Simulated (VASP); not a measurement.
# Dy (Im-3m) in VASP: a series of runs

Runs on Dy. Level: PBE. Tasks: single point.

Program: VASP 6.6.1. These are calculated values, not measurements. Logs are shortened: lines on timing, memory, paths and dates and some standing lists are left out, and cuts for length are marked.

### 1 Starting point

The structure is cubic, space group Im-3m (No. 229). The conventional cell has a = 3.980 Å, b = 3.980 Å, c = 3.980 Å, α = 90.00°, β = 90.00°, γ = 90.00°. Dy (site symmetry m-3m) has 8 Dy at 3.45 Å as nearest neighbours.

The cell was built by a generator and needn't be a form met in nature.

### 2 Single point, PBE, collinear spin, typed start

Input file INCAR:

```
  ALGO = Normal
  EDIFF = 1E-6
  ENCUT = 520
  GGA = PE
  ISIF = 2
  ISMEAR = 0
  ISPIN = 2
  LASPH = T
  LCHARG = T
  LELF = T
  LMAXMIX = 6
  LORBIT = 11
  LREAL = F
  LVHAR = T
  LWAVE = F
  MAGMOM = 5
  NBANDS = 20
  NELM = 150
  PREC = Accurate
  SIGMA = 0.05
```

Input file KPOINTS:

```
k-points
0
Gamma
  8 8 8
```

Input file POSCAR:

```
Dy
1.0
   -1.9898369857      1.9898369857      1.9898369857
    1.9898369857     -1.9898369857      1.9898369857
    1.9898369857      1.9898369857     -1.9898369857
Dy
1
Direct
    0.0000000000      0.0000000000      0.0000000000
```

Potentials or basis: VASP PAW PBE potentials, release 64 (Dy).

Run with:

```console
$ cat potpaw_PBE.64/Dy/POTCAR > POTCAR
$ mpirun -np 1 vasp_std > vasp.out
```

OUTCAR:

```text
EDIFF = 1E-6
   ENCUT = 520
   GGA = PE
   ISIF = 2
   ISMEAR = 0
   ISPIN = 2
   LASPH = T
   LORBIT = 11
   LREAL = F
   NELM = 150
   PREC = Accurate

 ion  position               nearest neighbor table
   1  0.000  0.000  0.000-

  LATTYP: Found a body centered cubic cell.
 ALAT       =     3.9796739714

  Lattice vectors:

 A1 = (  -1.9898369857,   1.9898369857,   1.9898369857)
 A2 = (   1.9898369857,  -1.9898369857,   1.9898369857)
 A3 = (   1.9898369857,   1.9898369857,  -1.9898369857)

Analysis of symmetry for initial positions (statically):
=====================================================================
 Subroutine PRICEL returns:
 Original cell was already a primitive cell.

 Routine SETGRP: Setting up the symmetry group for a
 body centered cubic supercell.

 Subroutine GETGRP returns: Found 48 space group operations
 (whereof 48 operations were pure point group operations)
 out of a pool of 48 trial point group operations.

The static configuration has the point symmetry O_h .

Analysis of symmetry for dynamics (positions and initial velocities):
=====================================================================
 Subroutine PRICEL returns:
 Original cell was already a primitive cell.

 Routine SETGRP: Setting up the symmetry group for a
 body centered cubic supercell.

 Subroutine GETGRP returns: Found 48 space group operations
 (whereof 48 operations were pure point group operations)
 out of a pool of 48 trial point group operations.

The dynamic configuration has the point symmetry O_h .

Analysis of structural, dynamic, and magnetic symmetry:
=====================================================================
 Subroutine PRICEL returns:
 Original cell was already a primitive cell.

 Routine SETGRP: Setting up the symmetry group for a
 body centered cubic supercell.

 Subroutine GETGRP returns: Found 48 space group operations
 (whereof 48 operations were pure point group operations)
 out of a pool of 48 trial point group operations.

The overall configuration has the point symmetry O_h .

 Subroutine INISYM returns: Found 48 space group operations
 (whereof 48 operations are pure point group operations),
 and found     1 'primitive' translations

----------------------------------------------------------------------------------------

                                     Primitive cell

  volume of cell :      31.5146

  direct lattice vectors                    reciprocal lattice vectors
    -1.989836986  1.989836986  1.989836986     0.000000000  0.251276865  0.251276865
     1.989836986 -1.989836986  1.989836986     0.251276865  0.000000000  0.251276865
     1.989836986  1.989836986 -1.989836986     0.251276865  0.251276865  0.000000000

  length of vectors
     3.446498758  3.446498758  3.446498758     0.355359151  0.355359151  0.355359151

  position of ions in fractional coordinates (direct lattice)
     0.000000000  0.000000000  0.000000000

  ion indices of the primitive-cell ions
   primitive index   ion index
                 1           1

----------------------------------------------------------------------------------------

 KPOINTS: k-points

Automatic generation of k-mesh.
 Grid dimensions read from file:
 generate k-points for:    8    8    8

 Generating k-lattice:

  Cartesian coordinates                     Fractional coordinates (reciprocal lattice)
     0.000000000  0.031409608  0.031409608     0.125000000  0.000000000  0.000000000
     0.031409608  0.000000000  0.031409608     0.000000000  0.125000000  0.000000000
     0.031409608  0.031409608  0.000000000     0.000000000  0.000000000  0.125000000

  Length of vectors
     0.044419894  0.044419894  0.044419894

  Shift w.r.t. Gamma in fractional coordinates (k-lattice)
     0.000000000  0.000000000  0.000000000

 Subroutine IBZKPT returns following result:
 ===========================================

 Found     29 irreducible k-points:

 Following reciprocal coordinates:
            Coordinates               Weight
  0.000000  0.000000  0.000000      1.000000
  0.125000  0.000000  0.000000     12.000000
  0.250000  0.000000  0.000000     12.000000
  0.375000  0.000000  0.000000     12.000000
  0.500000  0.000000  0.000000      6.000000
  0.125000  0.125000  0.000000     24.000000
[... 16 lines left out ...]
 -0.250000  0.250000  0.250000      6.000000
 -0.375000  0.375000  0.250000     24.000000
 [... further k-points ...]
   k-points           NKPTS =     29   k-points in BZ     NKDIM =     29   number of bands    NBANDS=     20
   number of dos      NEDOS =    301   number of ions     NIONS =      1
   total plane-waves  NPLWV =  21952
   dimension x,y,z NGX =    28 NGY =   28 NGZ =   28
   dimension x,y,z NGXF=    56 NGYF=   56 NGZF=   56
   ions per type =               1
   NGX,Y,Z   is equivalent  to a cutoff of  13.51, 13.51, 13.51 a.u.
   NGXF,Y,Z  is equivalent  to a cutoff of  27.01, 27.01, 27.01 a.u.
 SYSTEM =  unknown system
   PREC   = accura    normal or accurate (medium, high low for compatibility)
   ISTART =      0    job   : 0-new  1-cont  2-samecut
   ICHARG =      2    charge: 1-file 2-atom 10-const
   ISPIN  =      2    spin polarized calculation?
   LNONCOLLINEAR =      F non collinear calculations
   LSORBIT =      F    spin-orbit coupling
   LASPH  =      T    aspherical Exc in radial PAW
   ENCUT  =  520.0 eV  38.22 Ry    6.18 a.u.   6.41  6.41  6.41*2*pi/ulx,y,z
   NELM   =    150;   NELMIN=  2; NELMDL= -5     # of ELM steps
   EDIFF  = 0.1E-05   stopping-criterion for ELM
   LREAL  =      F    real-space projection
   EDIFFG = 0.1E-04   stopping-criterion for IOM
   NSW    =      0    number of steps for IOM
   IBRION =     -1    ionic relax: 0-MD 1-quasi-New 2-CG
   NFREE  =      0    steps in history (QN), initial steepest desc. (CG)
   ISIF   =      2    stress and relaxation
   ISYM   =      2    0-nonsym 1-usesym 2-fastsym
   POTIM  = 0.5000    time-step for ionic-motion
   TEBEG  =    0.0;   TEEND  =   0.0 temperature during run
   PSTRESS=    0.0 pullay stress
   NELECT =      20.0000    total number of electrons
   NUPDOWN=      -1.0000    fix difference up-down
   EMIN   =  10.00;   EMAX   =-10.00  energy-range for DOS
   EFERMI =   0.00;   METHOD = LEGACY
   ISMEAR =     0;   SIGMA  =   0.05  broadening in eV -4-tet -1-fermi 0-gaus
   EFERMI_NEDOS =   21; number of points for ismear=-14 and -15
   IALGO  =     38    algorithm
   IMIX   =      4    mixing-type and parameters
     AMIX     =   0.40;   BMIX     =  1.00
     AMIX_MAG =   1.60;   BMIX_MAG =  1.00
  volume/ion in A,a.u.               =      31.51       212.67
  Fermi-wavevector in a.u.,A,eV,Ry     =   1.406849  2.658558 26.928960  1.979223
  Thomas-Fermi vector in A             =   2.529167
   LORBIT       =     11    0 simple, 1 ext, 2 COOP (PROOUT), +10 PAW based schemes
   GGA     = PE    functional components
   LHFCALC =     F    Hartree Fock is set to
   AEXX    =    0.0000 exact exchange contribution
   IVDW    =     0    specifies the selected vdW correction
   LEPSILON=     F    determine dielectric tensor
   LRPA    =     F    only Hartree local field effects (RPA)
 spin polarized calculation
 Gauss-broadening in eV      SIGMA  =   0.05
  energy-cutoff  :      520.00
  volume of cell :       31.51
 maximum number of plane-waves:       887
 NGX is ok and might be reduce to    28
   NGX = 13   NGY = 13   NGZ = 13

 number of electron      20.0000010 magnetization       4.3917045

 Free energy of the ion-electron system (eV)
  ---------------------------------------------------
  ext. energy  EPLUGINS =         0.00000000
  ---------------------------------------------------
  free energy    TOTEN  =        -7.91111713 eV

  energy without entropy =       -7.90385972  energy(sigma->0) =       -7.90748842

 E-fermi :   2.9372     XC(G=0): -10.1368

 val. band max:        2.9360351907   @ k =  -0.3750   0.3750   0.3750
 cond. band min:       2.9412952506   @ k =  -0.3750   0.5000   0.2500
 fundamental gap:      0.0052600600
 Fermi energy:         2.9371826352

 spin component 1

 k-point     1 :       0.0000    0.0000    0.0000
  band No.  band energies     occupation
      1     -44.0606      1.00000
      2     -19.5821      1.00000
      3     -19.5821      1.00000
      4     -19.5821      1.00000
      5      -2.1740      1.00000
      6      -0.3255      1.00000
[... 12 lines left out ...]
     19      14.0764      0.00000
     20      14.0764      0.00000

 k-point     2 :       0.1250    0.0000    0.0000
  band No.  band energies     occupation
      1     -44.0515      1.00000
      2     -19.6927      1.00000
      3     -19.6161      1.00000
      4     -19.5828      1.00000
      5      -1.7216      1.00000
      6      -0.3399      1.00000
[... 498 lines left out ...]
 k-point    24 :      -0.3750    0.3750    0.2500
  band No.  band energies     occupation
      1     -43.9830      1.00000
      2     -20.1085      1.00000
      3     -19.9078      1.00000
      4     -19.8435      1.00000
      5      -0.4220      1.00000
      6      -0.3934      1.00000
[... 12 lines left out ...]
     19      14.9265      0.00000
     20      15.5996      0.00000

 [... further k-points ...]

 spin component 2

 k-point     1 :       0.0000    0.0000    0.0000
  band No.  band energies     occupation
      1     -42.0691      1.00000
      2     -18.1446      1.00000
      3     -18.1446      1.00000
      4     -18.1446      1.00000
      5      -2.1218      1.00000
      6       2.6787      1.00000
[... 12 lines left out ...]
     19      14.0256      0.00000
     20      14.0256      0.00000

 k-point     2 :       0.1250    0.0000    0.0000
  band No.  band energies     occupation
      1     -42.0583      1.00000
      2     -18.2755      1.00000
      3     -18.1838      1.00000
      4     -18.1455      1.00000
      5      -1.6520      1.00000
      6       2.6666      1.00000
[... 498 lines left out ...]
 k-point    24 :      -0.3750    0.3750    0.2500
  band No.  band energies     occupation
      1     -41.9771      1.00000
      2     -18.7587      1.00000
      3     -18.5200      1.00000
      4     -18.4476      1.00000
      5       1.7811      1.00000
      6       2.3086      1.00000
[... 12 lines left out ...]
     19      15.4011      0.00000
     20      16.0122      0.00000

 [... further k-points ...]

------------------------ aborting loop because EDIFF is reached ----------------------------------------

  FORCE on cell =-STRESS in cart. coord.  units (eV):
  Direction    XX          YY          ZZ          XY          YZ          ZX
  --------------------------------------------------------------------------------------
  -------------------------------------------------------------------------------------
  Total        0.4324275      0.4324275      0.4324275      0.0000000     -0.0000000      0.0000000
  in kB       21.9842381     21.9842381     21.9842381      0.0000000     -0.0000000      0.0000000
  external PRESSURE =      21.9842381 kB  Pullay stress =       0.0000000 kB

 VOLUME and BASIS-vectors are now :
 -----------------------------------------------------------------------------
  energy-cutoff  :      520.00
  volume of cell :       31.51
      direct lattice vectors                 reciprocal lattice vectors
    -1.989836986  1.989836986  1.989836986     0.000000000  0.251276865  0.251276865
     1.989836986 -1.989836986  1.989836986     0.251276865  0.000000000  0.251276865
     1.989836986  1.989836986 -1.989836986     0.251276865  0.251276865  0.000000000

 POSITION                                       TOTAL-FORCE (eV/Angst)
 -----------------------------------------------------------------------------------
      0.00000      0.00000      0.00000        -0.000000      0.000000      0.000000
 -----------------------------------------------------------------------------------
    total drift:                               -0.000000     -0.000000      0.000000

  FREE ENERGIE OF THE ION-ELECTRON SYSTEM (eV)
  ---------------------------------------------------
  free  energy   TOTEN  =        -7.9111171286 eV

  energy  without entropy=       -7.9038597179  energy(sigma->0) =       -7.90748842

 total charge

# of ion       s       p       d       f       tot
--------------------------------------------------
    1        2.165   5.816   0.481   9.342  17.804

 magnetization (x)

# of ion       s       p       d       f       tot
--------------------------------------------------
    1        0.007  -0.069  -0.014   4.484   4.409
```

It took 1.9 min on 1 thread of Intel Xeon Platinum 8259CL at 2.50GHz (Skylake/Cascade Lake), shared host; peak memory 0.2 GiB.

Results:

- Free energy: -7.9111 eV
- Pressure: 2.2 GPa
- Band gap on the k mesh: none (metal or under the smearing width)
- Net moment: 4.39 μB per cell
- Site moments: Dy +4.41 μB
- Valence electrons inside the program's atomic spheres: Dy 17.80

Caveat: the magnetic or orbital state may not be the lowest; spin-orbit coupling is left out, which moves the levels of the heavy elements. The state reached can hang on the start; a lower one may exist.

### 3 Single point, PBE, collinear spin, typed start

This run uses another cell than the first one, of 31.99 Å³/atom, 1.015 times its volume.

Input file INCAR:

```
ALGO = Normal
EDIFF = 1E-6
ENCUT = 520
GGA = PE
ISIF = 2
ISMEAR = 0
ISPIN = 2
LASPH = True
LCHARG = False
LMAXMIX = 6
LORBIT = 11
LREAL = False
LWAVE = False
MAGMOM = 4.92
NBANDS = 20
NELM = 150
PREC = Accurate
SIGMA = 0.05
```

KPOINTS is that of step 2.

Input file POSCAR:

```
Dy
1.0
   -1.9996990867      1.9996990867      1.9996990867
    1.9996990867     -1.9996990867      1.9996990867
    1.9996990867      1.9996990867     -1.9996990867
Dy
1
Direct
    0.0000000000      0.0000000000      0.0000000000
```

Potentials or basis: VASP PAW PBE potentials, release 64 (Dy).

Run with:

```console
$ cat potpaw_PBE.64/Dy/POTCAR > POTCAR
$ mpirun -np 1 vasp_std > vasp.out
```

Run time: 1.7 min. Hardware: 1 thread of Intel Xeon Platinum 8259CL at 2.50GHz (Skylake/Cascade Lake), shared host; peak memory 0.2 GiB.

Results (log left out):

```yaml
Free_energy: -7.9167 eV
Pressure: 1.4 GPa
Band_gap_on_the_k_mesh: none (metal or under the smearing width)
Net_moment: 4.40 μB per cell
Site_moments: Dy +4.41 μB
Valence_electrons_inside_the_program's_atomic_spheres: Dy 17.80
```

Levels at points of the mesh, in eV from the Fermi level:
Spin up:
| k point | band 8 | band 9 | band 10 | band 11 | band 12 | band 13 | band 14 | band 15 | band 16 | band 17 |
| --- | --- | --- | --- | --- | --- | --- | --- | --- | --- | --- |
| (0.00, 0.00, 0.00) | -3.26 | -3.12 | -2.63 | -2.63 | -2.63 | 2.08 | 2.08 | 2.08 | 4.15 | 4.15 |
| (0.50, 0.00, 0.00) | -3.19 | -2.57 | -2.51 | -2.51 | -2.11 | 0.37 | 1.24 | 4.09 | 4.94 | 7.13 |
| (0.50, 0.50, 0.50) | -3.31 | -2.46 | -2.46 | -2.46 | -1.52 | -1.52 | 6.24 | 6.24 | 6.24 | 6.42 |
Spin down:
| k point | band 5 | band 6 | band 7 | band 8 | band 9 | band 10 | band 11 | band 12 |
| --- | --- | --- | --- | --- | --- | --- | --- | --- |
| (0.00, 0.00, 0.00) | -5.03 | -0.25 | -0.25 | -0.25 | 0.96 | 0.96 | 0.96 | 1.44 |
| (0.50, 0.00, 0.00) | -1.99 | -0.18 | -0.12 | -0.04 | 0.61 | 0.78 | 0.85 | 0.90 |
| (0.50, 0.50, 0.50) | -1.38 | -1.38 | 0.03 | 0.03 | 0.03 | 0.77 | 0.77 | 0.77 |

Caveat: the magnetic or orbital state may not be the lowest; spin-orbit coupling is left out, which moves the levels of the heavy elements.
